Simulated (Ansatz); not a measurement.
Input for Ansatz (plane-wave DFT, PAW):

```yaml
crystal:
  lattice:
    - [-1.2918047951, 1.2918047951, 1.2918047951]
    - [1.2918047951, -1.2918047951, 1.2918047951]
    - [1.2918047951, 1.2918047951, -1.2918047951]
  atoms:
    - { symbol: Be, position: [0.0, 0.0, 0.0] }
basis:
  ecutwfc: 420
kpoints:
  mp_grid: { grid: [24, 24, 24] }
hamiltonian:
  xc: pbe
scf:
  occupations: { method: gaussian, width: 0.1 }
output:
  forces: true
  stress: true
  eigenvalues: true
```

Launched with
```bash
ansatz run input.yaml --threads 1 --pin off --max-ram 1331MiB --backend cpu --events-out ev --progress --plain --runs-dir out
```

Computed with DFT PBE, scalar-relativistic, plane waves, PAW in Ansatz 0.2.0.

Abridged output (final results; tables in files aren't shown):

```
SCF 1 converged in 6 iterations: F = -92.635393 eV  dr2 = 1.97e-14
SCF converged after 6 iterations
Free energy (F): -92.635393 eV
Harris-Foulkes:  -92.635393 eV  (|F-HF|=2.84e-14)
Internal energy: -92.634183 eV  (E = F + TS)
E sigma→0 (E₀):  -92.634788 eV
Entropy (-TS):   -0.001211 eV (-1.211 meV/atom)
Fermi energy:    8.265758 eV
--- Per-component energies (eV) ---
  E_band       = 5.177329
  E_kinetic    = 20.009616
  E_local      = 2.623041  (includes V_loc(G=0)·N_el)
  E_nonlocal   = 4.123757
  E_hartree    = 0.014294
  E_xc         = -19.367212
  E_vxc        = -20.269924  (∫ρ·V_xc dr)
  E_paw        = -59.471431  (= ΣΔE_a)
  E_vpaw       = -1.337747  (= ΣTr[D̂ρ^β])
  E_aug_tail   = -0.000001  (compensation charges beyond the density's cutoff)
  E_ewald      = -40.566246
  E_smearing   = -0.001211  (= −TS)
--- Forces (eV/Å), atoms counted from 1 ---
  atom   1  Be     0.00000000     0.00000000     0.00000000
--- Stress (GPa, compression-positive) ---
      -10.222762       0.000000       0.000000
        0.000000     -10.222762       0.000000
        0.000000       0.000000     -10.222762
  P = ⅓ Tr σ = -10.2228 GPa (-102.228 kbar)
--- Band table (eV; the first three rows and the last of 413) ---
  k-point 0: bands = ["-3.5307", "26.0933", "26.0933", "26.0933", "37.0942"]
  k-point 1: bands = ["-3.4718", "25.8183", "25.8650", "26.0295", "36.3166"]
  k-point 2: bands = ["-3.2953", "24.9756", "25.2631", "25.8410", "34.6415"]
  k-point 412: bands = ["11.8482", "11.8482", "11.8482", "17.5451", "17.5451"]
```

The run converged.